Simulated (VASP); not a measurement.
Set up this calculation in VASP 6.6.1, as the native input.

```
Task                   : relaxation of cell and atoms
Functional             : PBE
Potentials or basis    : VASP PAW PBE potentials, release 64 (Sb)
Cutoff                 : 600 eV
k mesh                 : 10 × 10 × 10
Occupations            : fermi-dirac, width 0.1 eV
Spin                   : no spin polarisation
Target pressure        : 40 GPa
Dipole correction      : no
Further INCAR settings : ALGO = Normal; EDIFF = 1e-07; IBRION = 2; EDIFFG = -0.03; NSW = 80; ISIF = 3
Target pressure        : 40 GPa
```

The structure of Sb lies in POSCAR:

```
Sb
1.0
   -1.7250000000      1.7250000000      1.7250000000
    1.7250000000     -1.7250000000      1.7250000000
    1.7250000000      1.7250000000     -1.7250000000
Sb
1
Direct
    0.0000000000      0.0000000000      0.0000000000
```

This isn't the form of Sb at room conditions, which is rhombohedral.

One way to write it, as run:

INCAR

```
  ALGO = Normal
  EDIFF = 1E-7
  EDIFFG = -0.03
  ENCUT = 600
  GGA = PE
  IBRION = 2
  ISIF = 3
  ISMEAR = -1
  LASPH = True
  LCHARG = False
  LREAL = False
  LWAVE = False
  NELM = 100
  NSW = 80
  PREC = Accurate
  PSTRESS = 400.0
  SIGMA = 0.1
```

KPOINTS

```
k-points
0
Gamma
  10 10 10
```

Potentials or basis: VASP PAW PBE potentials, release 64 (Sb).

Run with:

```console
$ cat potpaw_PBE.64/Sb/POTCAR > POTCAR
$ mpirun -np 1 vasp_std > vasp.out
```

It gave:

```json
{
 "Relaxed volume": "19.78 Å³/atom",
 "Relaxed cell": "a = 2.951 Å, b = 2.951 Å, c = 2.951 Å, α = 109.47°, β = 109.47°, γ = 109.47°",
 "Space group after relaxing (to 0.05 Å)": "Im-3m (No. 229)",
 "Energy change on relaxing (the enthalpy is what falls)": "+170.0 meV/atom",
 "Ionic steps": "4",
 "Pressure after relaxing": "40.0 GPa",
 "Band gap on the k mesh": "none (metal or under the smearing width)"
}
```

Caveat: the cell is relaxed towards a set pressure, so the enthalpy falls and the energy may rise.

Run time: 7 s on 1 thread of Intel(R) Xeon(R) 6975P-C (Granite Rapids), with other jobs on the host, peak memory 0.15 GiB.
